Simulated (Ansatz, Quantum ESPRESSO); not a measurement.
# Tuning the work function of W(100), part 6 of 11

Which overlayers raise and which lower the work function of W(100), and does electronegativity predict it?

Quantum ESPRESSO 7.5; plane-wave DFT, PBE, GBRV ultrasoft pseudopotentials; geometry by Ansatz 0.2.0 with PAW datasets.

So far. Step 7 (Projected density of states, O overlayer): The atomic orbitals miss 0.1 % of the occupied states; for empty states the projections can miss much more. Step 8 (Geometry from Ansatz, S overlayer): The relaxation lowers the energy by 39 meV an atom. Held were the atoms numbered 1, 2 and 3; the forces quoted are those on the free ones.

## Step 9: Self-consistent run, S overlayer

Level of this step: plane-wave DFT, PBE, GBRV ultrasoft pseudopotentials (Quantum ESPRESSO 7.5).

Input file S.esm.in:

```
&control
  prefix = 'S.esm'
  outdir = './out'
  pseudo_dir = './pseudo'
  calculation = 'scf'
  tprnfor = .true.
/
&system
  ibrav = 0
  nat = 6
  ntyp = 2
  ecutwfc = 40
  ecutrho = 200
  occupations = 'smearing'
  smearing = 'mv'
  degauss = 0.02
  assume_isolated = 'esm'
  esm_bc = 'bc1'
/
&electrons
  conv_thr = 1e-07
  mixing_beta = 0.4
  electron_maxstep = 120
  mixing_mode = 'local-TF'
/
ATOMIC_SPECIES
  W   183.8400  w_pbe_v1.2.uspp.F.UPF
  S   32.0600  s_pbe_v1.4.uspp.F.UPF
CELL_PARAMETERS angstrom
  3.16000000000000 0.00000000000000 0.00000000000000
  0.00000000000000 3.16000000000000 0.00000000000000
  0.00000000000000 0.00000000000000 25.32000000000000
ATOMIC_POSITIONS crystal
  W   0.000000000000 0.000000000000 -0.149392599892
  W   0.500000000000 0.500000000000 -0.086991336092
  W   0.000000000000 0.000000000000 -0.024590072192
  W   0.500000000000 0.500000000000 0.036200617842
  W   0.000000000000 -0.000000000000 0.103191445366
  S   0.500000000000 0.500000000000 0.149392599892
K_POINTS automatic
  8 8 1 0 0 0
```

Launch:

```bash
$ OMP_NUM_THREADS=1 mpirun -n 4 pw.x -nk 4 -in S.esm.in > S.esm.out
```

Output:

```text
[banner, memory and clock lines left out]
Program PWSCF v.7.5 starts

          URL

     Message from routine setup:
     using ibrav=0 with symmetry is DISCOURAGED, use correct ibrav instead

     G-vector sticks info

     bravais-lattice index     =            0
     lattice parameter (alat)  =       5.9715  a.u.
     unit-cell volume          =    1706.2178 (a.u.)^3
     number of atoms/cell      =            6
     number of atomic types    =            2
     number of electrons       =        76.00
     number of Kohn-Sham states=           46
     kinetic-energy cutoff     =      40.0000  Ry
     charge density cutoff     =     200.0000  Ry
     scf convergence threshold =      1.0E-07
     mixing beta               =       0.4000
     number of iterations used =            8  local-TF  mixing
     Exchange-correlation=  SLA  PW   PBX  PBC
                           (   1   4   3   4   0   0   0)

     Effective Screening Medium Method
     Boundary Conditions: Vacuum-Slab-Vacuum
     total charge in unit cell        =   0.0000
     grid points for fit at edges     =        4

     celldm(1)=   5.971535  celldm(2)=   0.000000  celldm(3)=   0.000000
     celldm(4)=   0.000000  celldm(5)=   0.000000  celldm(6)=   0.000000

     crystal axes: (cart. coord. in units of alat)
               a(1) = (   1.000000   0.000000   0.000000 )
               a(2) = (   0.000000   1.000000   0.000000 )
               a(3) = (   0.000000   0.000000   8.012658 )

     reciprocal axes: (cart. coord. in units 2 pi/alat)
               b(1) = (  1.000000  0.000000  0.000000 )
               b(2) = (  0.000000  1.000000  0.000000 )
               b(3) = (  0.000000  0.000000  0.124803 )

     PseudoPot. # 1 for W  read from file:
     ./pseudo/w_pbe_v1.2.uspp.F.UPF
     Pseudo is Ultrasoft + core correction, Zval = 14.0
     Generated by new atomic code, or converted to UPF format
     Using radial grid of  923 points,  8 beta functions with:
                l(1) =   0
                l(2) =   0
                l(3) =   0
                l(4) =   1
                l(5) =   1
                l(6) =   2
                l(7) =   2
                l(8) =   3
     Q(r) pseudized with  6 coefficients,  rinner =    1.350   1.350   1.350
                                                       1.350   1.350   1.350
                                                       1.350

     PseudoPot. # 2 for S  read from file:
     ./pseudo/s_pbe_v1.4.uspp.F.UPF
     Pseudo is Ultrasoft + core correction, Zval =  6.0
     Generated by new atomic code, or converted to UPF format
     Using radial grid of  907 points,  6 beta functions with:
                l(1) =   0
                l(2) =   0
                l(3) =   1
                l(4) =   1
                l(5) =   2
                l(6) =   2
     Q(r) pseudized with  8 coefficients,  rinner =    1.300   1.300   1.300
                                                       1.300   1.300

     atomic species   valence    mass     pseudopotential
     W                14.00   183.84000     W ( 1.00)
     S                 6.00    32.06000     S ( 1.00)

      8 Sym. Ops. (no inversion) found

   Cartesian axes

     site n.     atom                  positions (alat units)
         1        W      tau(   1) = (   0.0000000   0.0000000  -1.1970318  )
         2        W      tau(   2) = (   0.5000000   0.5000000  -0.6970318  )
         3        W      tau(   3) = (   0.0000000   0.0000000  -0.1970318  )
         4        W      tau(   4) = (   0.5000000   0.5000000   0.2900632  )
         5        W      tau(   5) = (   0.0000000   0.0000000   0.8268378  )
         6        S      tau(   6) = (   0.5000000   0.5000000   1.1970318  )

     number of k points=    15  Marzari-Vanderbilt smearing, width (Ry)=  0.0200
                       cart. coord. in units 2pi/alat
        k(    1) = (   0.0000000   0.0000000   0.0000000), wk =   0.0312500
        k(    2) = (   0.0000000   0.1250000   0.0000000), wk =   0.1250000
        k(    3) = (   0.0000000   0.2500000   0.0000000), wk =   0.1250000
        k(    4) = (   0.0000000   0.3750000   0.0000000), wk =   0.1250000
        k(    5) = (   0.0000000  -0.5000000   0.0000000), wk =   0.0625000
        k(    6) = (   0.1250000   0.1250000   0.0000000), wk =   0.1250000
        k(    7) = (   0.1250000   0.2500000   0.0000000), wk =   0.2500000
        k(    8) = (   0.1250000   0.3750000   0.0000000), wk =   0.2500000
        k(    9) = (   0.1250000  -0.5000000   0.0000000), wk =   0.1250000
        k(   10) = (   0.2500000   0.2500000   0.0000000), wk =   0.1250000
        k(   11) = (   0.2500000   0.3750000   0.0000000), wk =   0.2500000
        k(   12) = (   0.2500000  -0.5000000   0.0000000), wk =   0.1250000
        k(   13) = (   0.3750000   0.3750000   0.0000000), wk =   0.1250000
        k(   14) = (   0.3750000  -0.5000000   0.0000000), wk =   0.1250000
        k(   15) = (  -0.5000000  -0.5000000   0.0000000), wk =   0.0312500

     Dense  grid:    81503 G-vectors     FFT dimensions: (  27,  27, 216)

     Smooth grid:    57953 G-vectors     FFT dimensions: (  25,  25, 200)

     Initial potential from superposition of free atoms

     starting charge      75.4983, renormalised to      76.0000

     negative rho (up, down):  3.226E-01 0.000E+00
     Starting wfcs are   69 randomized atomic wfcs

     per-process dynamical memory:    85.6 Mb

     Self-consistent Calculation

     iteration #  1     ecut=    40.00 Ry     beta= 0.40
     Davidson diagonalization with overlap
     ethr =  1.00E-02,  avg # of iterations =  1.7

     negative rho (up, down):  3.244E-01 0.000E+00

     total energy              =    -819.49107814 Ry
     estimated scf accuracy    <      12.48971281 Ry

     iteration #  2     ecut=    40.00 Ry     beta= 0.40
     Davidson diagonalization with overlap
     ethr =  1.00E-02,  avg # of iterations =  1.0

     negative rho (up, down):  3.299E-01 0.000E+00

     total energy              =    -819.34871351 Ry
     estimated scf accuracy    <       4.34050496 Ry

     iteration #  3     ecut=    40.00 Ry     beta= 0.40
     Davidson diagonalization with overlap
     ethr =  5.71E-03,  avg # of iterations =  1.0

     negative rho (up, down):  3.330E-01 0.000E+00

     total energy              =    -819.38441894 Ry
     estimated scf accuracy    <       0.46595602 Ry

     iteration #  4     ecut=    40.00 Ry     beta= 0.40
     Davidson diagonalization with overlap
     ethr =  6.13E-04,  avg # of iterations = 11.3

     negative rho (up, down):  3.326E-01 0.000E+00

[...]
-42.3401 -42.1641 -42.1614 -42.0768 -19.1853 -12.0626 -11.1213 -10.0972
    -9.8541  -9.3816  -8.7322  -8.3890  -8.1298  -7.3283  -6.7747  -6.5108
    -6.4342  -5.9446  -5.3884  -5.2556  -5.1565  -4.8430  -4.5172  -4.0308
    -3.6338  -3.4677  -3.1559  -2.8414  -2.6956  -2.3960

          k = 0.0000 0.3750 0.0000 (  7240 PWs)   bands (ev):

   -78.8898 -78.4816 -78.3807 -78.3142 -78.2538 -43.4193 -43.2889 -43.1625
   -43.0655 -43.0184 -42.7716 -42.7092 -42.6750 -42.4621 -42.4118 -42.3971
   -42.3767 -42.2463 -42.1600 -42.0730 -18.6858 -11.9993 -10.8009 -10.2625
    -9.6337  -9.0530  -8.5793  -8.4958  -7.6830  -7.2405  -6.9705  -6.8581
    -6.0812  -5.8252  -5.7461  -5.1800  -5.0439  -4.9037  -4.3927  -4.0852
    -3.8809  -3.2161  -2.8757  -2.5661  -2.3966  -2.3300

          k = 0.0000-0.5000 0.0000 (  7184 PWs)   bands (ev):

   -78.8879 -78.4708 -78.3868 -78.3036 -78.2644 -43.4603 -43.3211 -43.1804
   -43.0644 -43.0537 -42.7500 -42.7391 -42.5902 -42.4937 -42.4125 -42.3938
   -42.3789 -42.2996 -42.1514 -42.0755 -18.4477 -12.3763 -10.3714 -10.1374
    -9.7793  -8.7591  -8.5365  -8.4500  -7.4222  -7.3109  -7.1213  -6.7788
    -6.6121  -6.0746  -5.6245  -5.2673  -5.0268  -4.7771  -3.8594  -3.7871
    -3.5294  -2.8983  -2.8673  -2.8102  -2.1946  -1.6593

          k = 0.1250 0.1250 0.0000 (  7287 PWs)   bands (ev):

   -78.8973 -78.5145 -78.3687 -78.3352 -78.2293 -43.2006 -43.1797 -43.1395
   -42.9930 -42.9250 -42.9223 -42.7216 -42.6297 -42.5888 -42.3900 -42.3669
   -42.3071 -42.1853 -42.0986 -42.0794 -19.4633 -12.5599 -11.1148 -10.0831
    -9.4296  -9.3884  -8.9037  -8.5242  -8.1408  -8.0632  -7.1608  -6.2874
    -6.2775  -6.1292  -5.3249  -5.0642  -4.8262  -4.5839  -4.5436  -4.0358
    -3.5242  -3.4456  -2.9564  -2.8799  -2.6254  -1.9056

          k = 0.1250 0.2500 0.0000 (  7281 PWs)   bands (ev):

   -78.8929 -78.4982 -78.3722 -78.3264 -78.2396 -43.2993 -43.2145 -43.1387
   -43.0636 -42.9571 -42.8910 -42.7691 -42.6217 -42.5601 -42.3976 -42.3964
   -42.3245 -42.2180 -42.1078 -42.0954 -19.0663 -11.7614 -10.8191 -10.0258
    -9.6497  -9.1310  -8.6903  -8.4285  -8.2942  -7.5323  -7.0655  -6.9246
    -6.5541  -6.3531  -6.0718  -5.2387  -4.9168  -4.7731  -4.3110  -3.8886
    -3.4930  -3.1781  -3.0003  -2.6999  -2.4805  -2.3316

          k = 0.1250 0.3750 0.0000 (  7253 PWs)   bands (ev):

   -78.8884 -78.4790 -78.3803 -78.3118 -78.2539 -43.3980 -43.2715 -43.1713
   -43.0914 -43.0193 -42.8356 -42.7742 -42.6250 -42.5095 -42.4672 -42.3815
   -42.3449 -42.2444 -42.1407 -42.1007 -18.6108 -11.7294 -10.6103 -10.0350
    -9.4920  -9.0461  -8.6401  -8.2062  -7.8861  -7.3969  -7.1630  -7.1229
    -6.5220  -6.2548  -5.8733  -5.3859  -5.1284  -4.6294  -4.4853  -3.8046
    -3.3578  -2.9761  -2.8821  -2.5537  -2.2410  -1.7442

          k = 0.1250-0.5000 0.0000 (  7286 PWs)   bands (ev):

   -78.8866 -78.4695 -78.3855 -78.3023 -78.2631 -43.4378 -43.2974 -43.1889
   -43.1021 -43.0558 -42.7989 -42.7754 -42.6085 -42.5084 -42.4790 -42.3905
   -42.3307 -42.2836 -42.1494 -42.1038 -18.3966 -12.1135 -10.2854  -9.8423
    -9.6464  -8.9601  -8.4618  -8.1706  -7.6273  -7.5342  -7.3199  -6.8909
    -6.8890  -6.1019  -5.9817  -5.3702  -4.8528  -4.5073  -4.3410  -3.9112
    -2.7706  -2.7382  -2.6122  -2.4710  -2.4233  -1.7633

          k = 0.2500 0.2500 0.0000 (  7281 PWs)   bands (ev):

   -78.8889 -78.4861 -78.3750 -78.3175 -78.2458 -43.2812 -43.2801 -43.1475
   -43.0376 -43.0276 -42.9593 -42.7941 -42.6785 -42.5433 -42.4592 -42.3639
   -42.3503 -42.2287 -42.1328 -42.0980 -18.7617 -11.0139 -10.3535  -9.9856
    -9.8915  -8.9717  -8.3556  -8.0038  -7.9279  -7.7048  -7.4026  -7.3966
    -6.9962  -6.8112  -6.5610  -5.9525  -4.6763  -4.5646  -4.5192  -3.4025
    -3.3206  -3.0008  -2.5668  -2.1824  -2.1041  -1.9214

          k = 0.2500 0.3750 0.0000 (  7315 PWs)   bands (ev):

   -78.8849 -78.4725 -78.3796 -78.3058 -78.2546 -43.3634 -43.2938 -43.1691
   -43.1051 -43.0565 -42.9351 -42.7942 -42.6714 -42.5509 -42.5201 -42.4012
   -42.3303 -42.2343 -42.1625 -42.1198 -18.4246 -11.1472 -10.5647  -9.8204
    -9.2227  -8.8348  -8.3739  -8.3161  -7.8604  -7.4703  -7.2865  -7.1999
    -7.0128  -6.6567  -6.6419  -6.0331  -4.6829  -4.5282  -4.1025  -3.2468
    -2.9516  -2.6542  -2.3333  -2.2138  -1.9414  -1.4755

          k = 0.2500-0.5000 0.0000 (  7344 PWs)   bands (ev):

   -78.8833 -78.4662 -78.3823 -78.2993 -78.2598 -43.3974 -43.3010 -43.2098
   -43.1177 -43.0845 -42.8730 -42.8280 -42.6042 -42.5525 -42.5323 -42.4913
   -42.3232 -42.2019 -42.1789 -42.1464 -18.2719 -11.5067 -10.6123  -9.4095
    -9.2102  -8.7199  -8.5265  -8.3163  -8.1097  -7.4505  -7.3365  -7.0318
    -6.9550  -6.5005  -6.3752  -5.6889  -4.7131  -4.5048  -3.6328  -3.1664
    -2.7463  -2.4886  -2.3037  -1.9587  -1.8094  -1.5452

          k = 0.3750 0.3750 0.0000 (  7350 PWs)   bands (ev):

   -78.8815 -78.4657 -78.3791 -78.2992 -78.2558 -43.3835 -43.3579 -43.1681
   -43.1453 -43.0498 -42.9279 -42.7657 -42.7291 -42.5753 -42.5725 -42.4145
   -42.3936 -42.2642 -42.1699 -42.1153 -18.2296 -11.0326 -10.5732  -9.9993
    -9.3800  -8.7621  -8.2164  -8.1098  -7.7834  -7.5594  -7.5301  -7.2517
    -6.8648  -6.5881  -6.2853  -6.0546  -3.9887  -3.8028  -3.5939  -2.8261
    -2.6303  -2.2054  -2.1975  -1.8040  -1.3755  -1.2766

          k = 0.3750-0.5000 0.0000 (  7348 PWs)   bands (ev):

   -78.8800 -78.4629 -78.3790 -78.2962 -78.2565 -43.4071 -43.3865 -43.2008
   -43.1551 -43.0215 -42.8684 -42.8325 -42.6320 -42.6255 -42.5763 -42.5128
   -42.3735 -42.3015 -42.1406 -42.1304 -18.1458 -10.9987 -10.8465  -9.7292
    -9.7121  -8.8482  -8.3947  -7.9709  -7.8774  -7.6428  -7.5400  -7.0539
    -6.7021  -6.6975  -5.7162  -5.6125  -3.7694  -3.5087  -2.8140  -2.5333
    -2.4340  -2.0275  -1.9135  -1.7818  -1.3694  -1.1636

          k =-0.5000-0.5000 0.0000 (  7320 PWs)   bands (ev):

   -78.8787 -78.4615 -78.3776 -78.2949 -78.2551 -43.4270 -43.4270 -43.1887
   -43.1887 -42.9766 -42.8013 -42.8013 -42.7286 -42.6836 -42.5706 -42.4356
   -42.4111 -42.4111 -42.1216 -42.1216 -18.0934 -10.8239 -10.8239 -10.0984
    -9.9561  -9.0131  -8.3775  -7.9321  -7.9321  -7.5626  -7.5626  -7.1573
    -6.6037  -6.6037  -5.0362  -5.0362  -3.5701  -2.4164  -2.2248  -2.2247
    -2.1332  -1.7801  -1.7121  -1.1774  -1.1459  -0.9793

     the Fermi energy is    -4.3984 ev

!    total energy              =    -819.58997407 Ry
     estimated scf accuracy    <       0.00000006 Ry
     smearing contrib. (-TS)   =       0.00050517 Ry
     internal energy E=F+TS    =    -819.59047924 Ry

     The total energy is F=E-TS. E is the sum of the following terms:
     one-electron contribution =   11020.17837052 Ry
     hartree contribution      =   -5536.63330900 Ry
     xc contribution           =    -214.48379229 Ry
     ewald contribution        =   -6088.65174848 Ry

     convergence has been achieved in  33 iterations

     negative rho (up, down):  3.354E-01 0.000E+00

     Forces acting on atoms (cartesian axes, Ry/au):

     atom    1 type  1   force =     0.00000000    0.00000000    0.05669199
     atom    2 type  1   force =     0.00000000    0.00000000   -0.07222675
     atom    3 type  1   force =     0.00000000    0.00000000    0.01660088
     atom    4 type  1   force =     0.00000000    0.00000000    0.00060156
     atom    5 type  1   force =     0.00000000    0.00000000   -0.00105324
     atom    6 type  2   force =     0.00000000    0.00000000   -0.00003360

     Total force =     0.093315     Total SCF correction =     0.001382

     XML data file, charge density, pseudopotentials, collected wavefunctions

                                        0.00s GPU  (     895 calls)

Note: The following floating-point exceptions are signalling: IEEE_DIVIDE_BY_ZERO IEEE_UNDERFLOW_FLAG IEEE_DENORMAL
Note: The following floating-point exceptions are signalling: IEEE_DIVIDE_BY_ZERO IEEE_UNDERFLOW_FLAG IEEE_DENORMAL
Note: The following floating-point exceptions are signalling: IEEE_DIVIDE_BY_ZERO IEEE_UNDERFLOW_FLAG IEEE_DENORMAL
Note: The following floating-point exceptions are signalling: IEEE_DIVIDE_BY_ZERO IEEE_UNDERFLOW_FLAG IEEE_DENORMAL
```

The job ended after 2.6 min (4 MPI ranks of Intel Xeon at 2.70GHz, shared host; peak memory 0.99 GiB; 11 min of CPU time).

Numbers from this step:

- free energy: -11151.0897 eV
- Fermi energy: -4.398 eV
- vacuum line at the lower end of the cell, over the Fermi level: 4.267 eV
- vacuum line at the upper end of the cell, over the Fermi level: 4.530 eV

The potential energy, planar mean oscillates, so the rows of the table below give means over windows of 1.64 Å about each position, cut where the curve ends. Its maxima inside the range that stand out by 2 % of the span (Å: eV): -3.0: -7.96, -1.4: -8.55, 0.1: -8.97, 1.8: -7.08. Its minima: -3.8: -10.1, -2.2: -10.7, -0.6: -10.8, 0.8: -10.7, 3.6: -14.7.

Electrostatic potential energy of an electron; zero at the Fermi level. Table of potential energy, planar mean by z; means over each step:

| z (Å) | potential energy, planar mean (eV) |
| --- | --- |
| -11.84 | 4.27 |
| -10.20 | 4.27 |
| -8.56 | 4.26 |
| -6.92 | 4.19 |
| -5.28 | 1.72 |
| -3.64 | -8.50 |
| -2.00 | -9.50 |
| -0.36 | -9.83 |
| 1.28 | -9.02 |
| 2.92 | -12.2 |
| 4.56 | -2.24 |
| 6.20 | 4.47 |
| 7.84 | 4.53 |
| 9.48 | 4.53 |
| 11.12 | 4.53 |

The covered face stands at 4.53 eV against 4.14 eV when clean.

Inside the slab this potential holds the local part of the pseudopotentials, which can be repulsive at the nuclei; only its value in the vacuum has a meaning of its own.

[end of part 6 of 11]

[Logs are printed without paths, hosts, clocks, repeated set-up lines and the standing remarks that a program may print on its own settings, such as how far it seeks lower states.]

[Hosts, paths, dates, database ids (printed as entryN), source tags and the programs' standing remarks are cut or masked in the printed files.]

[Maps of the electrostatic potential energy from Ansatz leave out the sawtooth potential of an applied field or a dipole correction, so their vacuum need not be flat; planar profiles and work functions include it.]
